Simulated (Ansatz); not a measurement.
## Rh (dhcp): energy against volume

The calculation used DFT, PBE, plane waves (420 eV) with PAW, scalar-relativistic (Ansatz 0.2.0).

The cell is scaled uniformly from the relaxed one, with fractional coordinates and shape fixed. Energies are extrapolated to zero smearing, pressures are those at the given smearing. Magnetic state: non-magnetic.

A Birch-Murnaghan fit gives V₀ = 14.07 Å³/atom, B₀ = 256 GPa, B₀′ = 5.2.

Problem. What are the energy above the minimum and the pressure at 13.509 Å³/atom?

Solution. 19.1 meV/atom and 11.61 GPa as computed.

Problem. What are the energy above the minimum and the pressure at 14.635 Å³/atom?

Solution. 17.0 meV/atom and -9.05 GPa as computed.

Problem. What are the energy above the minimum and the pressure at 15.761 Å³/atom?

Solution. 129.1 meV/atom and -21.52 GPa as computed.
